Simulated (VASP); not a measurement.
A run of VASP 6.6.1 is set up as follows.

INCAR

```
SYSTEM = Ga2O
  PREC = Accurate
  ENCUT = 520
  EDIFF = 1E-7
  ISMEAR = 0
  SIGMA = 0.15
  LREAL = .FALSE.
  LASPH = .TRUE.
  NELM = 100
  ALGO = Fast
  ISIF = 2
  LWAVE = .FALSE.
  LCHARG = .TRUE.
  GGA = PE
  LELF = .TRUE.
  LVHAR = .TRUE.
  NBANDS = 41
```

Contents of KPOINTS:

```
regular mesh
0
G
  3 3 3
  0 0 0
```

The input POSCAR:

```
Ga2O
1.0
   -2.8479741520      2.3925201981      3.9799853666
    2.8479741520     -2.3925201981      3.9799853666
    2.8479741520      2.3925201981     -3.9799853666
Ga O
4 2
Direct
    0.6872737235      0.4372461691      0.7499724457
    0.3127262765      1.0626987222      0.7499724457
    0.6872737235     -0.0626987222      0.2500275543
    0.3127262765      0.5627538309      0.2500275543
    0.5000000000      0.5000000000      0.0000000000
    0.5000000000      0.0000000000      0.5000000000
```

Potentials or basis: VASP PAW PBE potentials, release 64 (Ga_d, O).

Launch:

```sh
$ cat potpaw_PBE.64/Ga_d/POTCAR potpaw_PBE.64/O/POTCAR > POTCAR
$ mpirun -np 1 vasp_std > vasp.out
```

Question: What does it give for the pressure?

Answer: 0.3 GPa.

Question: What does it give for the largest force?

Answer: 0.077 eV/Å.

Forces on the atoms (eV/Å):
```
Ga   0.002  0.000  0.077
Ga   0.002  0.000 -0.077
Ga  -0.002  0.000  0.077
Ga  -0.002  0.000 -0.077
O    0.000  0.000  0.000
O    0.000  0.000  0.000
```

Caveat: the k mesh is coarse (spacing up to 0.57 Å⁻¹), so the values aren't converged.
